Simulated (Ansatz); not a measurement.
## CdSe (Pnma) at 2 levels of theory

One geometry, relaxed with PBE; plane waves with PAW potentials in Ansatz, scalar-relativistic. No spin polarisation. Gaps are the least over mesh and band path; pressure is positive in compression.

```cif
data_structure
_symmetry_space_group_name_H-M 'Pnma'
_symmetry_Int_Tables_number 62
_cell_length_a 8.1647
_cell_length_b 4.5070
_cell_length_c 7.4791
_cell_angle_alpha 90.000
_cell_angle_beta 90.000
_cell_angle_gamma 90.000
_cell_volume 275.22
loop_
_atom_site_label
_atom_site_type_symbol
_atom_site_symmetry_multiplicity
_atom_site_Wyckoff_symbol
_atom_site_fract_x
_atom_site_fract_y
_atom_site_fract_z
_atom_site_occupancy
Cd1 Cd 4 c 0.84076 0.75000 0.39901 1
Se1 Se 4 c 0.82232 0.25000 0.59595 1
```

| level | cutoff (eV) | k mesh | gap (eV) | pressure (GPa) |
| --- | --- | --- | --- | --- |
| PBE | 420 | 4×6×4 | 0.75 | 0.0 |

Problem. What comes out on the same cell with r2SCAN?

Solution.
```csv
level,cutoff (eV),k mesh,gap (eV),pressure (GPa)
r2SCAN,500,4×6×4,1.21,-1.2
```

It was reached by relaxing an invented guess, and it needn't be the stable form of this composition.
